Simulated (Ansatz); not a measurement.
## Sb: what relativity and spin–orbit coupling change

```
Sb
1.0
     3.36900    0.00000    0.00000
    -1.68450    2.91764    0.00000
     0.00000    0.00000    5.33000
Sb
2
Direct
  0.33333 0.66667 0.25000
  0.66667 0.33333 0.75000
```

Atom numbers follow the list: Sb1, Sb2.

Conventional cell: a = 3.369 Å, b = 3.369 Å, c = 5.330 Å, α = 90.00°, β = 90.00°, γ = 120.00°. Sb (atom 1) is surrounded by 12 Sb at 3.30 to 3.37 Å.

The cell is COD entry 1539203, as deposited and not checked against the literature; nothing was relaxed.

One fixed cell is solved with PBE by full-potential LAPW in Ansatz 0.2.0 under different relativistic treatments. Pressure is positive in compression.

Numerical set-up: a Γ-centred 12×12×7 k mesh, Fermi–Dirac smearing of 0.03 eV, basis error target 0.5 meV/atom, no spin polarisation.

| setting | P (GPa) | lowest level at Γ above −25 eV, from the valence-band top or, without a gap, the Fermi level (eV) |
| --- | --- | --- |
| scalar-relativistic | 3.05 | -13.19 |
| non-relativistic | 3.01 | ? |
| with spin–orbit coupling | ? | -13.14 |

Give the missing entry: row "non-relativistic", column "lowest level at Γ above −25 eV, from the valence-band top or, without a gap, the Fermi level (eV)".

-12.67.

What belongs in the row "with spin–orbit coupling", column "P (GPa)"?

3.14.
